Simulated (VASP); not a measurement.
# FeNi (Tetrataenite) (P4/mmm) in VASP: notebook

Aim: see how the results for FeNi (Tetrataenite) move with the level of theory and the settings. Levels: r2SCAN, SCAN, rSCAN. Tasks: band structure.

Program: VASP 6.6.1. These are calculated values, not measurements. Logs are shortened: lines on timing, memory, paths and dates and some standing lists are left out, and cuts for length are marked.

## Step 1: Starting point

It takes space group P4/mmm (No. 123, tetragonal). Conventional cell: a = 2.533 Å, b = 2.533 Å, c = 3.582 Å, α = 90.00°, β = 90.00°, γ = 90.00°. Ni (site symmetry 4/mmm) has 8 Fe at 2.53 Å and 4 Ni at 2.53 Å as nearest neighbours. Fe (site symmetry 4/mmm) is surrounded by 8 Ni at 2.53 Å and 4 Fe at 2.53 Å.

## Step 2: Band structure, r2SCAN, collinear spin, ferromagnetic start

The input, INCAR:

```
SYSTEM = FeNi
ALGO = Normal
EDIFF = 1E-6
ENCUT = 520
ISIF = 2
ISMEAR = -1
ISPIN = 2
LASPH = .TRUE.
LCHARG = .FALSE.
LMAXMIX = 4
LMIXTAU = .TRUE.
LORBIT = 11
LREAL = .FALSE.
LWAVE = .FALSE.
MAGMOM = 1 3
METAGGA = R2SCAN
NBANDS = 20
NELM = 150
PREC = Accurate
SIGMA = 0.05
```

The input, KPOINTS:

```
k-points
0
G
  10 10 8
  0 0 0
```

The input, POSCAR:

```
FeNi
1.0
    2.5330000000      0.0000000000      0.0000000000
    0.0000000000      2.5330000000      0.0000000000
    0.0000000000      0.0000000000      3.5820000000
Ni Fe
1 1
Direct
    0.5000000000      0.5000000000      0.5000000000
    0.0000000000      0.0000000000      0.0000000000
```

The input, KPOINTS_OPT:

```
path GXMGZRAZ,XR,MA
10
line-mode
reciprocal
 0.0000000000  0.0000000000  0.0000000000  G
 0.0000000000  0.5000000000  0.0000000000  X

 0.0000000000  0.5000000000  0.0000000000  X
 0.5000000000  0.5000000000  0.0000000000  M

 0.5000000000  0.5000000000  0.0000000000  M
 0.0000000000  0.0000000000  0.0000000000  G

 0.0000000000  0.0000000000  0.0000000000  G
 0.0000000000  0.0000000000  0.5000000000  Z

 0.0000000000  0.0000000000  0.5000000000  Z
 0.0000000000  0.5000000000  0.5000000000  R

 0.0000000000  0.5000000000  0.5000000000  R
 0.5000000000  0.5000000000  0.5000000000  A

 0.5000000000  0.5000000000  0.5000000000  A
 0.0000000000  0.0000000000  0.5000000000  Z

 0.0000000000  0.5000000000  0.0000000000  X
 0.0000000000  0.5000000000  0.5000000000  R

 0.5000000000  0.5000000000  0.0000000000  M
 0.5000000000  0.5000000000  0.5000000000  A
```

Potentials or basis: VASP PAW PBE potentials, release 64 (Ni, Fe).

Launch:

```bash
$ cat potpaw_PBE.64/Ni/POTCAR potpaw_PBE.64/Fe/POTCAR > POTCAR
$ mpirun -np 1 vasp_std > vasp.out
```

OUTCAR:

```text
SYSTEM = FeNi
   EDIFF = 1E-6
   ENCUT = 520
   ISIF = 2
   ISMEAR = -1
   ISPIN = 2
   LASPH = .TRUE.
   LORBIT = 11
   LREAL = .FALSE.
   METAGGA = R2SCAN
   NELM = 150
   PREC = Accurate

 ion  position               nearest neighbor table
   1  0.500  0.500  0.500-   2 2.53   2 2.53   2 2.53   2 2.53   2 2.53   2 2.53   2 2.53   2 2.53

   2  0.000  0.000  0.000-   1 2.53   1 2.53   1 2.53   1 2.53   1 2.53   1 2.53   1 2.53   1 2.53

  LATTYP: Found a simple tetragonal cell.
 ALAT       =     2.5330000000
 C/A-ratio  =     1.4141334386

  Lattice vectors:

 A1 = (   2.5330000000,   0.0000000000,   0.0000000000)
 A2 = (   0.0000000000,   2.5330000000,   0.0000000000)
 A3 = (   0.0000000000,   0.0000000000,   3.5820000000)

Analysis of symmetry for initial positions (statically):
=====================================================================
 Subroutine PRICEL returns:
 Original cell was already a primitive cell.

 Routine SETGRP: Setting up the symmetry group for a
 simple tetragonal supercell.

 Subroutine GETGRP returns: Found 16 space group operations
 (whereof 16 operations were pure point group operations)
 out of a pool of 16 trial point group operations.

The static configuration has the point symmetry D_4h.

Analysis of symmetry for dynamics (positions and initial velocities):
=====================================================================
 Subroutine PRICEL returns:
 Original cell was already a primitive cell.

 Routine SETGRP: Setting up the symmetry group for a
 simple tetragonal supercell.

 Subroutine GETGRP returns: Found 16 space group operations
 (whereof 16 operations were pure point group operations)
 out of a pool of 16 trial point group operations.

The dynamic configuration has the point symmetry D_4h.

Analysis of structural, dynamic, and magnetic symmetry:
=====================================================================
 Subroutine PRICEL returns:
 Original cell was already a primitive cell.

 Routine SETGRP: Setting up the symmetry group for a
 simple tetragonal supercell.

 Subroutine GETGRP returns: Found 16 space group operations
 (whereof 16 operations were pure point group operations)
 out of a pool of 16 trial point group operations.

The overall configuration has the point symmetry D_4h.

 Subroutine INISYM returns: Found 16 space group operations
 (whereof 16 operations are pure point group operations),
 and found     1 'primitive' translations

----------------------------------------------------------------------------------------

[... 105 lines left out ...]
   EMIN   =  10.00;   EMAX   =-10.00  energy-range for DOS
   EFERMI =   0.00;   METHOD = LEGACY
   ISMEAR =    -1;   SIGMA  =   0.05  broadening in eV -4-tet -1-fermi 0-gaus
   EFERMI_NEDOS =   21; number of points for ismear=-14 and -15
   IALGO  =     38    algorithm
[... 5 lines left out ...]
  Thomas-Fermi vector in A             =   2.619414
   LORBIT       =     11    0 simple, 1 ext, 2 COOP (PROOUT), +10 PAW based schemes
   METAGGA = R2SCAN    functional components
   LHFCALC =     F    Hartree Fock is set to
   AEXX    =    0.0000 exact exchange contribution
   IVDW    =     0    specifies the selected vdW correction
   LEPSILON=     F    determine dielectric tensor
   LRPA    =     F    only Hartree local field effects (RPA)
 spin polarized calculation
  energy-cutoff  :      520.00
  volume of cell :       22.98
 maximum number of plane-waves:       634
 NGX is ok and might be reduce to    20
   NGX =  9   NGY =  9   NGZ = 13

 number of electron      17.9999995 magnetization       3.5120479

 Free energy of the ion-electron system (eV)
  ---------------------------------------------------
  ext. energy  EPLUGINS =         0.00000000
  ---------------------------------------------------
  free energy    TOTEN  =       -26.50853999 eV

  energy without entropy =      -26.50216870  energy(sigma->0) =      -26.50535435

 E-fermi :   7.3899     XC(G=0): -14.1174

 val. band max:        7.3698123489   @ k =   0.2000   0.2000   0.1250
 cond. band min:       7.4284001165   @ k =   0.3000   0.3000   0.2500
 fundamental gap:      0.0585877677
 Fermi energy:         7.3898793726

 spin component 1

 k-point     1 :       0.0000    0.0000    0.0000
  band No.  band energies     occupation
      1      -1.7254      1.00000
      2       1.7108      1.00000
      3       2.3652      1.00000
      4       4.1490      1.00000
      5       4.1490      1.00000
      6       4.2738      1.00000
[... 541 lines left out ...]
     19      33.0242      0.00000
     20      34.5045      0.00000

 [... further k-points ...]

 spin component 2

 k-point     1 :       0.0000    0.0000    0.0000
  band No.  band energies     occupation
      1      -2.1503      1.00000
      2       3.4108      1.00000
      3       4.1806      1.00000
      4       6.0525      1.00000
      5       6.0525      1.00000
      6       6.6317      1.00000
[... 541 lines left out ...]
     19      33.5689      0.00000
     20      35.3210      0.00000

 [... further k-points ...]
[... 5 lines left out ...]
  --------------------------------------------------------------------------------------
  -------------------------------------------------------------------------------------
  Total       -0.8043810     -0.8043810     -0.8967586      0.0000000      0.0000000      0.0000000
  in kB      -56.0759231    -56.0759231    -62.5158549      0.0000000      0.0000000      0.0000000
  external PRESSURE =     -58.2225671 kB  Pullay stress =       0.0000000 kB

 VOLUME and BASIS-vectors are now :
 -----------------------------------------------------------------------------
  energy-cutoff  :      520.00
  volume of cell :       22.98
      direct lattice vectors                 reciprocal lattice vectors
     2.533000000  0.000000000  0.000000000     0.394788788  0.000000000  0.000000000
     0.000000000  2.533000000  0.000000000     0.000000000  0.394788788  0.000000000
     0.000000000  0.000000000  3.582000000     0.000000000  0.000000000  0.279173646

 POSITION                                       TOTAL-FORCE (eV/Angst)
 -----------------------------------------------------------------------------------
      1.26650      1.26650      1.79100         0.000000      0.000000      0.000000
      0.00000      0.00000      0.00000         0.000000      0.000000      0.000000
 -----------------------------------------------------------------------------------
    total drift:                               -0.000000      0.000000      0.000000

  FREE ENERGIE OF THE ION-ELECTRON SYSTEM (eV)
  ---------------------------------------------------
  free  energy   TOTEN  =       -26.5085399906 eV

  energy  without entropy=      -26.5021687036  energy(sigma->0) =      -26.50535435

 total charge

# of ion       s       p       d       tot
------------------------------------------
    1        0.524   0.543   8.314   9.381
    2        0.473   0.520   6.114   7.107
--------------------------------------------------
tot          0.997   1.063  14.429  16.489

 magnetization (x)

# of ion       s       p       d       tot
------------------------------------------
    1       -0.037  -0.104   0.803   0.662
    2        0.009  -0.046   2.970   2.933
--------------------------------------------------
tot         -0.028  -0.151   3.773   3.595
```

OSZICAR:

```text
N       E                     dE             d eps       ncg     rms          rms(c)
DAV:   1     0.752980970475E+02    0.75298E+02   -0.87378E+03  9168   0.129E+03
DAV:   2    -0.251297845151E+02   -0.10043E+03   -0.90090E+02  8512   0.225E+02
DAV:   3    -0.303001205821E+02   -0.51703E+01   -0.50022E+01  9412   0.624E+01
[... 13 lines left out ...]
   1 F= -.26508540E+02 E0= -.26505354E+02  d E =-.637129E-02  mag=     3.5120
       N       E                     dE             ncg
DAV:   1     0.171979641021E+05   -0.42069E+05     7864
DAV:   2     0.855217392892E+04   -0.86458E+04     7276
DAV:   3     0.811966195280E+04   -0.43251E+03     8188
DAV:   4     0.811435942576E+04   -0.53025E+01     8644
DAV:   5     0.811423005987E+04   -0.12937E+00     8116
DAV:   6     0.811422115210E+04   -0.89078E-02    10512
DAV:   7     0.811422112724E+04   -0.24860E-04     7672
DAV:   8     0.811422112698E+04   -0.26588E-06     5200
```

stdout:

```text
POSCAR found type information on POSCAR NiFe
 POSCAR found :  2 types and       2 ions
 scaLAPACK will be used
 -----------------------------------------------------------------------------
|                                                                             |
|                                                                             |
|     You enforced a specific xc type in the INCAR file but a different       |
|     I HOPE YOU KNOW WHAT YOU ARE DOING!                                     |
|                                                                             |
 -----------------------------------------------------------------------------

 LDA part: xc-table for (None), standard interpolation
 POSCAR, INCAR and KPOINTS ok, starting setup
 FFT: planning ... GRIDC
 FFT: planning ... GRID_SOFT
 FFT: planning ... GRID
 WAVECAR not read
 entering main loop
 Start KPOINTS_OPT (optional k-point list driver)
k-point batch [1-90\90]
```

It took 5 min on 1 thread of AMD EPYC 9R45 (Zen 5), shared host; peak memory 0.23 GiB.

Results:

```yaml
Free_energy: -26.5085 eV
Pressure: -5.8 GPa
Band_gap_along_the_path: none (metal or under the smearing width)
Net_moment: 3.51 μB per cell
Site_moments: Ni +0.66; Fe +2.93 μB
Valence_electrons_inside_the_program's_atomic_spheres: Ni 9.38; Fe 7.11
```

Levels at the corners of the path, in eV from the Fermi level:
Spin up:
```tsv
point	band 8	band 9	band 10	band 11	band 12	band 13
Γ	-2.24	-1.18	-1.08	-1.08	2.38	9.04
X	-2.45	-2.04	-1.75	0.39	0.59	11.38
X	-2.45	-2.04	-1.75	0.39	0.59	11.38
M	-1.10	-1.10	-1.10	2.41	2.41	8.85
M	-1.10	-1.10	-1.10	2.41	2.41	8.85
Γ	-2.24	-1.18	-1.08	-1.08	2.38	9.04
Γ	-2.24	-1.18	-1.08	-1.08	2.38	9.04
Z	-2.43	-2.20	-1.94	-1.94	-1.32	19.08
Z	-2.43	-2.20	-1.94	-1.94	-1.32	19.08
R	-1.34	-1.26	-1.26	-0.41	-0.37	5.34
R	-1.34	-1.26	-1.26	-0.41	-0.37	5.34
A	-1.99	-1.15	-1.10	7.64	7.64	7.68
A	-1.99	-1.15	-1.10	7.64	7.64	7.68
Z	-2.43	-2.20	-1.94	-1.94	-1.32	19.08
X	-2.45	-2.04	-1.75	0.39	0.59	11.38
R	-1.34	-1.26	-1.26	-0.41	-0.37	5.34
M	-1.10	-1.10	-1.10	2.41	2.41	8.85
A	-1.99	-1.15	-1.10	7.64	7.64	7.68
```
Spin down:
| point | band 3 | band 4 | band 5 | band 6 | band 7 | band 8 | band 9 | band 10 | band 11 | band 12 |
| --- | --- | --- | --- | --- | --- | --- | --- | --- | --- | --- |
| Γ | -3.21 | -1.34 | -1.34 | -0.76 | -0.61 | 0.75 | 1.95 | 1.95 | 2.13 | 2.78 |
| X | -2.61 | -2.06 | -1.38 | -1.36 | -0.78 | -0.71 | 1.47 | 1.56 | 1.67 | 3.73 |
| X | -2.61 | -2.06 | -1.38 | -1.36 | -0.78 | -0.71 | 1.47 | 1.56 | 1.67 | 3.73 |
| M | -3.37 | -3.37 | 0.71 | 1.01 | 1.61 | 1.61 | 2.10 | 2.10 | 2.15 | 2.56 |
| M | -3.37 | -3.37 | 0.71 | 1.01 | 1.61 | 1.61 | 2.10 | 2.10 | 2.15 | 2.56 |
| Γ | -3.21 | -1.34 | -1.34 | -0.76 | -0.61 | 0.75 | 1.95 | 1.95 | 2.13 | 2.78 |
| Γ | -3.21 | -1.34 | -1.34 | -0.76 | -0.61 | 0.75 | 1.95 | 1.95 | 2.13 | 2.78 |
| Z | -2.41 | -1.69 | -1.25 | -1.00 | -1.00 | -0.56 | 0.75 | 1.19 | 1.19 | 2.72 |
| Z | -2.41 | -1.69 | -1.25 | -1.00 | -1.00 | -0.56 | 0.75 | 1.19 | 1.19 | 2.72 |
| R | -1.65 | -1.44 | -1.21 | -0.80 | -0.78 | -0.36 | 0.85 | 1.91 | 2.03 | 2.23 |
| R | -1.65 | -1.44 | -1.21 | -0.80 | -0.78 | -0.36 | 0.85 | 1.91 | 2.03 | 2.23 |
| A | -2.65 | -2.33 | -1.53 | -1.53 | -0.61 | 0.71 | 1.77 | 2.56 | 8.16 | 8.16 |
| A | -2.65 | -2.33 | -1.53 | -1.53 | -0.61 | 0.71 | 1.77 | 2.56 | 8.16 | 8.16 |
| Z | -2.41 | -1.69 | -1.25 | -1.00 | -1.00 | -0.56 | 0.75 | 1.19 | 1.19 | 2.72 |
| X | -2.61 | -2.06 | -1.38 | -1.36 | -0.78 | -0.71 | 1.47 | 1.56 | 1.67 | 3.73 |
| R | -1.65 | -1.44 | -1.21 | -0.80 | -0.78 | -0.36 | 0.85 | 1.91 | 2.03 | 2.23 |
| M | -3.37 | -3.37 | 0.71 | 1.01 | 1.61 | 1.61 | 2.10 | 2.10 | 2.15 | 2.56 |
| A | -2.65 | -2.33 | -1.53 | -1.53 | -0.61 | 0.71 | 1.77 | 2.56 | 8.16 | 8.16 |

Caveat: the PAW data sets were made with another functional, which shifts forces and pressure a little.

## Step 3: Band structure, SCAN, collinear spin, ferromagnetic start

The input, INCAR:

```
SYSTEM = FeNi
PREC = Accurate
ENCUT = 520
EDIFF = 1E-6
ISMEAR = -1
SIGMA = 0.05
LREAL = .False.
LASPH = .True.
NELM = 120
ALGO = Normal
ISIF = 2
LWAVE = .False.
LCHARG = .False.
ISPIN = 2
MAGMOM = 1 3
LORBIT = 11
LMAXMIX = 4
METAGGA = SCAN
LMIXTAU = .True.
NBANDS = 20
```

The input, KPOINTS:

```
regular mesh
0
Gamma
  10 10 8
  0 0 0
```

POSCAR is that of step 2.

Edit KPOINTS_OPT of step 2 so:

```diff
@@ -1,3 +1,3 @@
 path GXMGZRAZ,XR,MA
-10
+15
 line-mode
```

Potentials or basis: VASP PAW PBE potentials, release 64 (Ni, Fe).

Launch:

```bash
$ cat potpaw_PBE.64/Ni/POTCAR potpaw_PBE.64/Fe/POTCAR > POTCAR
$ mpirun -np 1 vasp_std > vasp.out
```

It took 6.1 min on 1 thread of AMD EPYC 9R45 (Zen 5), shared host; peak memory 0.22 GiB.

Results (log left out):

| Quantity | Value |
| --- | --- |
| Free energy | -34.4938 eV |
| Pressure | -8.9 GPa |
| Band gap along the path | none (metal or under the smearing width) |
| Net moment | 3.51 μB per cell |
| Site moments | Ni +0.66; Fe +2.92 μB |
| Valence electrons inside the program's atomic spheres | Ni 9.38; Fe 7.12 |

Stress tensor (GPa, compression positive):
```
-8.51  0.00  0.00
 0.00 -8.51  0.00
 0.00  0.00 -9.73
```

Caveat: the PAW data sets were made with another functional, which shifts forces and pressure a little.

## Step 4: Band structure, rSCAN, collinear spin, ferromagnetic start

The input, INCAR:

```
SYSTEM = FeNi
  PREC = Accurate
  ENCUT = 520
  EDIFF = 1E-6
  ISMEAR = -1
  SIGMA = 0.05
  LREAL = .False.
  LASPH = .True.
  NELM = 120
  ALGO = Normal
  ISIF = 2
  LWAVE = .False.
  LCHARG = .False.
  ISPIN = 2
  MAGMOM = 1 3
  LORBIT = 11
  LMAXMIX = 4
  METAGGA = RSCAN
  LMIXTAU = .True.
```

KPOINTS is that of step 3.

POSCAR is that of step 3.

KPOINTS_OPT is that of step 3.

Launch:

```bash
$ cat potpaw_PBE.64/Ni/POTCAR potpaw_PBE.64/Fe/POTCAR > POTCAR
$ mpirun -np 1 vasp_std > vasp.out
```

Wall time 4.7 min (1 thread of AMD EPYC 9R45 (Zen 5), shared host); peak memory 0.2 GiB.

The run converged. Its results:

```yaml
Free_energy: -39.4536 eV
Pressure: -6.4 GPa
Band_gap_along_the_path: none (metal or under the smearing width)
Net_moment: 3.51 μB per cell
Site_moments: Ni +0.66; Fe +2.93 μB
Valence_electrons_inside_the_program's_atomic_spheres: Ni 9.38; Fe 7.11
```

Stress tensor (GPa, compression positive):
```
-6.20  0.00  0.00
 0.00 -6.20  0.00
 0.00  0.00 -6.91
```

Caveat: the PAW data sets were made with another functional, which shifts forces and pressure a little.

## Step 5: Overview

| level | pressure (GPa) | moment (μB) |
| --- | --- | --- |
| r2SCAN | -5.8 | 3.51 |
| SCAN | -8.9 | 3.51 |
| rSCAN | -6.4 | 3.51 |

Alike in all rows: task band structure; potentials or basis VASP PAW PBE potentials, release 64 (Ni, Fe); spin collinear, ferromagnetic start; cell as given; k mesh 10 × 10 × 8; cutoff (eV) 520; smearing fermi-dirac 0.05 eV.

The pressure there spans -8.9 GPa (SCAN) to -5.8 GPa (r2SCAN); a positive pressure means that this level wants a larger cell, a negative one a smaller.

Caveats: the PAW data sets were made with another functional, which shifts forces and pressure a little.

Total energies depend on the potentials used, so only differences within one code and one set of settings carry meaning.
